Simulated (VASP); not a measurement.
# Pb: molecular dynamics with the cell free or held by constraints

Pb, Fm-3m (no. 225), 8 atoms in the cell. PBE, constrained or biased molecular dynamics; PAW potentials Pb (PBE set).

| Held coordinates | Spread of the volume (Å³) | Time (s) |
|---|---|---|
| none | 0.56 | 60 |
| volume held, shape free | 0.00 | 60 |
| angles held, lengths free | 1.60 | 56 |

Limits: each run has its own random start, so only a spread that vanishes tells of a constraint; the run is only 0.12 ps long, so its averages are rough.

## Input of the first row

INCAR:
```
  PREC = Normal
  EDIFF = 1E-5
  LREAL = F
  ALGO = Normal
  NELMIN = 4
  ISYM = 0
  LWAVE = F
  LCHARG = F
  IBRION = 0
  ISIF = 3
  TEBEG = 300
  POTIM = 2.0
  RANDOM_SEED = 479657 0 0
  ENCUT = 240
  ISMEAR = 1
  SIGMA = 0.2
  MDALGO = 3
  LANGEVIN_GAMMA = 10
  LANGEVIN_GAMMA_L = 10
  PMASS = 1000
  NSW = 60
```

KPOINTS:
```
k-points
0
Gamma
  3 3 2
```

POSCAR:
```
Pb
1.0
    4.9500400000      0.0000000000      0.0000000000
    0.0000000000      4.9500400000      0.0000000000
    0.0000000000      0.0000000000      9.9000800000
Pb
8
Direct
    0.0000000000      0.0000000000      0.0000000000
    0.0000000000      0.0000000000      0.5000000000
    0.0000000000      0.5000000000      0.2500000000
    0.0000000000      0.5000000000      0.7500000000
    0.5000000000      0.0000000000      0.2500000000
    0.5000000000      0.0000000000      0.7500000000
    0.5000000000      0.5000000000      0.0000000000
    0.5000000000      0.5000000000      0.5000000000
```

Commands:
```
cat potpaw_PBE.64/Pb/POTCAR > POTCAR
mpirun -np 4 vasp_std > vasp.out
```

ICONST of row 3:
```
LA 1 2 0
LA 1 3 0
LA 2 3 0
```

VASP 6.6.1 took 60 s on 4 cores (Intel Xeon Platinum 8488C (Sapphire Rapids)), a shared host.
